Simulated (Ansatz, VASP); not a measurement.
# WSe2 (2H-WSe2, 2 layers, AA' stacking): VASP beside Ansatz

Aim: how closely do two programs agree when they are given the same cell, functional and k mesh? Of the first pair: The structure shown is the start of the Ansatz relaxation below; VASP solves that cell, so the two are compared at the walk's first step.

Calculated with Ansatz 0.2.0; plane waves, with VASP 6.6.1 beside it; single point at PBE with D3(BJ).

### Step 1. Starting point

The cell holds 6 atoms: 4 Se and 2 W. Its edges and angles: a = 3.320 Å, b = 3.320 Å, c = 27.781 Å, α = 90.0°, β = 90.0°, γ = 120.0°. Vacuum lies along c.

### Step 2. Ansatz: relaxation, PBE with D3(BJ)

Ansatz runs on its default PAW (the set named soft_2) files.

The two programs are compared at the cell with which this relaxation starts, whose forces are those of its first step.

Contents of input.yaml:

```yaml
crystal:
  lattice:
    - [3.32, 0.0, 0.0]
    - [-1.66, 2.8752043406, 0.0]
    - [0.0, 0.0, 27.7806958678]
  atoms:
    - { symbol: Se, position: [0.3333333333, 0.6666666667, 0.3059678577] }
    - { symbol: W, position: [0.0, 0.0, 0.3732870485] }
    - { symbol: Se, position: [0.3333333333, 0.6666666667, 0.4406062394] }
    - { symbol: Se, position: [0.0, 0.0, 0.5593937606] }
    - { symbol: W, position: [0.3333333333, 0.6666666667, 0.6267129515] }
    - { symbol: Se, position: [0.0, 0.0, 0.6940321423] }
kpoints:
  mp_grid: { grid: [12, 12, 1] }
hamiltonian:
  xc: pbe
  dispersion: d3bj
scf:
  occupations: { method: fermi_dirac, width: 0.05 }
  convergence: { dr2_threshold: 1.0e-08 }
efield:
  axis: 3
  dipole_correction: true
  ramp_position: 0.97
  ramp_width: 0.04
relax:
  f_tol: 0.01
  cell: { fix: [c, alpha, beta] }
output:
  write_potential: true
  write_density: true
  volumetric_format: npy
```

Run with:

```console
> ansatz run input.yaml --threads 8 --pin off --max-ram 16384MiB --backend cpu --events-out ev --progress --plain --runs-dir out
```

Numbers of over 12 decimals in the logs are rounded to 6 here.

Log:

```text
Warning: relax.cell: scf.convergence.dr2_threshold = 1e-8 eV is looser than the 6e-10 eV advised for a relaxation that steers and ends on the stress (1e-10 eV for each atom of the cell: 6). What an SCF threshold leaves in a stress goes as its square root, and in the free energy as the threshold itself, and one threshold admits the most on a small cell: [figures from the program's tests cut] Set scf.convergence.dr2_threshold to 6e-10 eV or tighter. The threshold is an SCF's pass mark: one that does not reach it within its budget of iterations ends unconverged, or closes short of it on a stop that the run arms, and scf.convergence.dr2_threshold's page says what that costs each kind of run
Engine: ansatz 0.2.0, aarch64-unknown-linux-gnu
Pseudopotentials: kind: paw
Pseudopotential: Se, paw, valence charge 16, recommended cutoff 420 eV (normal), Se.paw.azcp
Pseudopotential: W, paw, valence charge 14, recommended cutoff 420 eV (normal), W.paw.azcp
Functional definition: PBE
  parameter kappa = 0.804
  parameter beta = 0.066725
  exchange = pbe_x(kappa = kappa, mu = beta*pi^2/3)
  correlation = pbe_c(beta = beta)
Crystal: 6 atoms, lattice volume = 265.186 Å³
Basis set: ecut = 420 eV, 5253 PW (Γ), exchange–correlation on 48×48×384 points (8 copies of the dense FFT grid, shifted against one another)
Bands: 56, of which v1, the nominal top of the filled ones, is band 46 counted from 1 (45 counted from 0)
Symmetry: 6 space group operations
k-points: 19 of 144 (time reversal used)
Non-local potential: Se, projectors of the file, l = 0: 2, l = 1: 2, l = 2: 3, l = 3: 1
Non-local potential: W, projectors of the file, l = 0: 3, l = 1: 2, l = 2: 2, l = 3: 1
PAW form: soft (Blöchl's): semilocal exchange-correlation on the pseudo side does not see the compensation charge
PAW one-centre angular grid: Se, 590 points (default); XC on 64 Gauss nodes
PAW one-centre angular grid: W, 590 points (default); XC on 64 Gauss nodes
Initial density: superposition of atomic densities (neutral atoms: chi_scale 0, normalization atom), corrected by the library's trained network
Initial wavefunctions: pseudopotential atomic-orbital guess
Functional: x = pbe(κ = 0.804, μ = 0.219515), c = pbe(β = 0.066725)
SCF iter   1: F=—  HF=-42650.453609 eV  |F-HF|=—  |Δ(HF+E_count)|=         —  Δρ=3.63e-3  dr2=8.48e-2  ethr=1.77e-3  p=-0.000 e·Å  D=-1.21e-5 V/Å  ΔV_dip=0.00 eV  dr2_dipole=2.64e-10  V_vac-E_F(+/−)=4.47/4.47 eV  ⟨swp⟩=8.5  Hψ=4177  notcnv=0
efield: sawtooth ramp at fractional position 0.9700 (set: `efield.ramp_position`, or a place that a band, a saddle search or an elastic batch's reference lends), width 0.0400; the density the first Hamiltonian is built on has a dipole p = -0.000 e·Å; the dipole correction subtracts the counter field D = -1.21e-5 V/Å, which shifts the + side's vacuum level by +0.00 eV against the − side's; the planar-averaged density in the ramp window peaks in size at 1.1e-5 e/Å³
preconditioner: auto → Resta (q_TF=auto, 2.287 Å⁻¹)  ε∞=3.9  [insulator: Δε(μ)=0.868 eV  Ē_g=8.007 eV  σ=0.050 eV  W_gap=1.00  n_scr=50 (ndim 8)  ℏωp=13.7 eV  f_vac=0.500  D(μ)=0.00/eV (n_scr^D=0)  ε∞_Penn≈3.9  vacuum switching on, ρ_ref=4.6e-3 e/Å³]
SCF iter   2: F=—  HF=-42650.461659 eV  |F-HF|=—  |Δ(HF+E_count)|=   8.05e-3  Δρ=2.52e-3  dr2=8.95e-2  ethr=9.21e-5  p=-0.000 e·Å  D=-1.15e-6 V/Å  ΔV_dip=0.00 eV  dr2_dipole=1.58e-9  V_vac-E_F(+/−)=4.65/4.65 eV  ⟨swp⟩=2.1  Hψ=1640  notcnv=0  defer=40
SCF iter   3: F=—  HF=-42650.457344 eV  |F-HF|=—  |Δ(HF+E_count)|=   4.32e-3  Δρ=1.42e-3  dr2=4.29e-3  ethr=9.21e-5  p=-0.000 e·Å  D=-5.16e-6 V/Å  ΔV_dip=0.00 eV  dr2_dipole=9.87e-10  V_vac-E_F(+/−)=4.52/4.52 eV  ⟨swp⟩=2.0  Hψ=1315  notcnv=0  defer=40
SCF iter   4: F=—  HF=-42650.460173 eV  |F-HF|=—  |Δ(HF+E_count)|=   2.83e-3  Δρ=5.87e-4  dr2=4.13e-3  ethr=4.66e-6  p=0.000 e·Å  D=3.19e-6 V/Å  ΔV_dip=-0.00 eV  dr2_dipole=7.11e-10  V_vac-E_F(+/−)=4.47/4.47 eV  ⟨swp⟩=2.1  Hψ=1337  notcnv=0  defer=40
SCF iter   5: F=—  HF=-42650.459780 eV  |F-HF|=—  |Δ(HF+E_count)|=   3.93e-4  Δρ=1.23e-4  dr2=5.75e-5  ethr=4.48e-6  p=0.000 e·Å  D=1.94e-6 V/Å  ΔV_dip=-0.00 eV  dr2_dipole=3.55e-11  V_vac-E_F(+/−)=4.48/4.48 eV  ⟨swp⟩=2.0  Hψ=1173  notcnv=0  defer=40
SCF iter   6: F=—  HF=-42650.459822 eV  |F-HF|=—  |Δ(HF+E_count)|=   4.17e-5  Δρ=5.20e-5  dr2=1.68e-5  ethr=6.25e-8  p=-0.000 e·Å  D=-2.89e-7 V/Å  ΔV_dip=0.00 eV  dr2_dipole=2.07e-11  V_vac-E_F(+/−)=4.47/4.47 eV  ⟨swp⟩=3.3  Hψ=1668  notcnv=0  defer=40
[...]
SCF iter   8: F=—  HF=-42651.654697 eV  |F-HF|=—  |Δ(HF+E_count)|=  1.67e-10  Δρ=2.39e-6  dr2=1.15e-7  ethr=2.10e-10  p=-0.000 e·Å  D=-1.72e-5 V/Å  ΔV_dip=0.00 eV  dr2_dipole=5.16e-8  V_vac-E_F(+/−)=4.31/4.31 eV  ⟨swp⟩=2.0  Hψ=1235  notcnv=0
SCF iter   9: F=—  HF=-42651.654697 eV  |F-HF|=—  |Δ(HF+E_count)|=   3.25e-9  Δρ=8.62e-7  dr2=1.25e-8  ethr=1.25e-10  p=-0.000 e·Å  D=-3.49e-6 V/Å  ΔV_dip=0.00 eV  dr2_dipole=5.17e-9  V_vac-E_F(+/−)=4.31/4.31 eV  ⟨swp⟩=1.8  Hψ=1116  notcnv=0
SCF iter  10: F=-42651.654697 eV  HF=-42651.654697 eV  |F-HF|=6.55e-11  |Δ(HF+E_count)|=   2.21e-9  Δρ=3.19e-7  dr2=9.82e-10  ethr=1.09e-11  p=0.000 e·Å  D=1.58e-6 V/Å  ΔV_dip=-0.00 eV  dr2_dipole=1.47e-10  V_vac-E_F(+/−)=4.31/4.31 eV  ⟨swp⟩=9.7  Hψ=6322  notcnv=0
SCF 7 converged in 10 iterations: F = -42651.654697 eV  dr2 = 9.82e-10
relax step   7: F+E_penalty+E_count = -42651.65469677 eV  Δ(F+E_penalty+E_count) = -2.804e-4 eV  max|allowed force component| = 4.962e-3 eV/Å  Δτ_max = 0.0217 Å  P = -0.004 GPa  Ω = 259.216 Å³  energy of the carried Pulay correction = +4.219e-4 eV  fix = [c, alpha, beta]  reactions: c +0.001 GPa  (10 SCF iters, accepted)
Initial wavefunctions: pseudopotential atomic-orbital guess (no wavefunctions were taken with the density)
iter 1 solved again at ethr=8.34e-8 eV; its pass at ethr=3.10e-3 eV (dr2=7.67e-5 eV) is discarded
SCF iter   1: F=—  HF=-42651.654199 eV  |F-HF|=—  |Δ(HF+E_count)|=         —  Δρ=2.52e-5  dr2=2.42e-7  ethr=8.34e-8  p=0.000 e·Å  D=1.58e-6 V/Å  ΔV_dip=-0.00 eV  dr2_dipole=1.66e-10  V_vac-E_F(+/−)=4.31/4.31 eV  ⟨swp⟩=5.1  Hψ=7828  notcnv=0
efield: sawtooth ramp at fractional position 0.9700 (set: `efield.ramp_position`, or a place that a band, a saddle search or an elastic batch's reference lends), width 0.0400; the density the first Hamiltonian is built on has a dipole p = 0.000 e·Å; the dipole correction subtracts the counter field D = 1.58e-6 V/Å, which shifts the + side's vacuum level by -0.00 eV against the − side's; the planar-averaged density in the ramp window peaks in size at 1.3e-5 e/Å³
preconditioner: auto → Resta (q_TF=auto, 2.296 Å⁻¹)  ε∞=3.4  [insulator: Δε(μ)=1.278 eV  Ē_g=8.864 eV  σ=0.050 eV  W_gap=1.00  n_scr=50 (ndim 8)  ℏωp=13.8 eV  f_vac=0.534  D(μ)=0.00/eV (n_scr^D=0)  ε∞_Penn≈3.4  vacuum switching on, ρ_ref=5.7e-3 e/Å³]
SCF iter   2: F=—  HF=-42651.654199 eV  |F-HF|=—  |Δ(HF+E_count)|=   4.36e-7  Δρ=1.31e-5  dr2=6.88e-8  ethr=2.63e-10  p=0.000 e·Å  D=3.82e-6 V/Å  ΔV_dip=-0.00 eV  dr2_dipole=1.83e-10  V_vac-E_F(+/−)=4.31/4.31 eV  ⟨swp⟩=2.8  Hψ=2118  notcnv=0
SCF iter   3: F=—  HF=-42651.654199 eV  |F-HF|=—  |Δ(HF+E_count)|=   4.13e-8  Δρ=3.41e-6  dr2=1.70e-8  ethr=7.47e-11  p=-0.000 e·Å  D=-6.49e-7 V/Å  ΔV_dip=0.00 eV  dr2_dipole=1.46e-9  V_vac-E_F(+/−)=4.31/4.31 eV  ⟨swp⟩=2.0  Hψ=1946  notcnv=0
SCF iter   4: F=-42651.654199 eV  HF=-42651.654199 eV  |F-HF|=5.35e-9  |Δ(HF+E_count)|=  8.66e-10  Δρ=1.12e-6  dr2=5.59e-9  ethr=1.09e-11  p=0.000 e·Å  D=5.57e-6 V/Å  ΔV_dip=-0.00 eV  dr2_dipole=1.10e-9  V_vac-E_F(+/−)=4.31/4.31 eV  ⟨swp⟩=13.6  Hψ=7247  notcnv=0
SCF 8 converged in 4 iterations: F = -42651.654199 eV  dr2 = 5.59e-9
relax step   8: F+E_penalty+E_count = -42651.65419865 eV  Δ(F+E_penalty+E_count) = +4.981e-4 eV  max|allowed force component| = 4.888e-3 eV/Å  Δτ_max = 0.0000 Å  P = -0.002 GPa  Ω = 259.216 Å³  fix = [c, alpha, beta]  reactions: c +0.004 GPa  stress off target by 5.09e-3 GPa on what of the cell is left free  SCF on the basis re-selected at this cell (its energy is not comparable with the rows above)  (4 SCF iters)
basis re-selected at this cell: Δ(F+E_penalty+E_count) = +4.981e-4 eV, ΔP = +0.002 GPa vs the last step (what re-selecting the basis moved, of the pressure what is left beyond the Pulay correction that the steps carried, after the strain that the cell walked since its last selection, with what the two solves' SCF thresholds leave and, on support functions, any second-order correction that the steps lacked; it is no m [...]
SCF converged after 4 iterations
Free energy (F): -42651.654199 eV
Harris-Foulkes:  -42651.654199 eV  (|F-HF|=5.35e-9)
Internal energy: -42651.654198 eV  (E = F + TS)
E sigma→0 (E₀):  -42651.654199 eV
Entropy (-TS):   -0.000000 eV (-0.000 meV/atom)
Fermi energy:    4.000064 eV
Dipole field:    D = -0.000034 V/Å  (p = -0.000048 e·Å, saw-weighted, corrected)
Work function:   Φ+ = 4.3121 eV   Φ− = 4.3112 eV
Levels:          The Fermi level and band energies are counted from a zero that moves with the ramp; work functions are not
--- Per-component energies (eV) ---
  E_band       = -2547.663522
  E_kinetic    = 1378.871369
  E_local      = -130773.043779  (includes V_loc(G=0)·N_el)
  E_nonlocal   = -2379.775150
  E_hartree    = 64737.787877
  E_xc         = -952.918708
  E_vxc        = -873.359338  (∫ρ·V_xc dr)
  E_paw        = -24771.118700  (= ΣΔE_a)
  E_vpaw       = 624.072017  (= ΣTr[D̂ρ^β])
  E_aug_tail   = -0.002509  (compensation charges beyond the density's cutoff)
  E_efield     = 0.000000  (sawtooth field / dipole correction)
  E_vefield    = 0.000859  (∫n·V_field dr)
  E_ewald      = 50110.969317
  E_disp       = -2.423915  (pairwise vdW)
  E_smearing   = -0.000000  (= −TS)
  E_closure    = -0.000000  (closes the sum)
  Σ components = -42651.654199   (vs F -42651.654199, Δ=0.00e0)
--- Forces (eV/Å), atoms counted from 1 ---
  atom   1  Se     0.00000000    -0.00000000     0.00027681
  atom   2  W      0.00000000     0.00000000    -0.00108010
  atom   3  Se     0.00000000    -0.00000000    -0.00487522
  atom   4  Se     0.00000000     0.00000000     0.00489140
  atom   5  W      0.00000000    -0.00000000     0.00105891
  atom   6  Se     0.00000000     0.00000000    -0.00025312
  max |Σ_I F_I| component: 1.87e-5 eV/Å
--- Stress (GPa, compression-positive) ---
       -0.005088       0.000000       0.000000
        0.000000      -0.005088      -0.000000
        0.000000      -0.000000       0.004384
  P = ⅓ Tr σ = -0.0019 GPa (-0.019 kbar)
--- Band table (eV; the first three rows and the last of 19) ---
  k-point 0: bands = [... 42 lower, 2.0996, 2.0996, 2.6517, 3.3947, 6.1984, 6.1984, 6.2511, 6.2511, ... 6 higher]
  k-point 1: bands = [... 42 lower, 2.0408, 2.1935, 2.6555, 3.2658, 5.9493, 5.9895, 6.0094, 6.0730, ... 6 higher]
  k-point 2: bands = [... 42 lower, 1.7771, 2.0965, 2.5652, 2.8316, 5.2665, 5.5474, 5.7795, 5.8540, ... 6 higher]
  k-point 18: bands = [... 42 lower, 0.8792, 0.8792, 3.1601, 3.3104, 4.9342, 4.9343, 5.6533, 6.3312, ... 6 higher]
--- Relaxed structure (7 steps of the walk, 6 accepted, 1 SCFs on fresh bases) ---
  F+E_penalty+E_count = -42651.65419865 eV   max|allowed force component| = 4.888e-3 eV/Å   (the final SCF, on the basis selected at the relaxed cell)
  cell:  # Å, volume = 259.2165 Å³
    - [3.282422, 0, 0]
    - [-1.641211, 2.842661, 0]
    - [0, 0, 27.7806958678]
  atoms:
    - { symbol: Se, position: [0.333333, 0.666667, 0.324256] }
    - { symbol: W, position: [0, -2.775557561562892e-17, 0.384910] }
    - { symbol: Se, position: [0.333333, 0.666667, 0.445539] }
    - { symbol: Se, position: [0, -2.7755575615628914e-17, 0.554461] }
    - { symbol: W, position: [0.333333, 0.666667, 0.615090] }
    - { symbol: Se, position: [0, -2.7755575615628914e-17, 0.675744] }
```

The column dr2 measures how far the density is from self-consistency, as an energy; F and HF (Harris–Foulkes) agree once it is small.

[end of part 1 of 3]

[Lines on the potential files, build, host, timing and source positions are cut from VASP's logs without a mark.]

[Logs are printed without paths, hosts, clocks, repeated set-up lines and the standing remarks that a program may print on its own settings, such as how far it seeks lower states.]

[Hosts, paths, dates, database ids (printed as entryN), source tags and the programs' standing remarks are cut or masked in the printed files.]
